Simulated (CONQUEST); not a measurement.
BAs:

```
As B
1.0
     3.37785    0.00000    0.00000
     0.00000    3.37785    0.00000
     0.00000    0.00000    4.77700
As B
2 2
Cartesian
  0.0000 1.6889 1.1943
  1.6889 0.0000 3.5827
  0.0000 0.0000 0.0000
  1.6889 1.6889 2.3885
```

Base run:

```yaml
Program: CONQUEST 1.3
Functional: PBE
Potentials_or_basis: PseudoDojo NC PBE, DZP, grid cutoff 120 Ha
k_mesh: 8 × 8 × 6
Occupations: fermi-dirac, width 0.05 eV
Spin: no spin polarisation
```

Its results: band gap on the k mesh 1.22 eV; pressure 5.3 GPa.

Task: The run is repeated on the same cell with these changes: potentials or basis from PseudoDojo NC PBE, DZP, grid cutoff 120 Ha to PseudoDojo NC PBE, DZ, grid cutoff 120 Ha. What comes out?

Result: Band gap on the k mesh 1.61 eV; pressure 7.4 GPa.

Caveats: the basis of atomic orbitals isn't converged, which shifts pressures, moduli and gaps; the real-space grid breaks the cell's symmetry a little; the box holds several primitive cells, so bands are folded and the points are those of the box's own zone (some runs); the atomic basis is small (some runs).

A k mesh can miss the band edges.
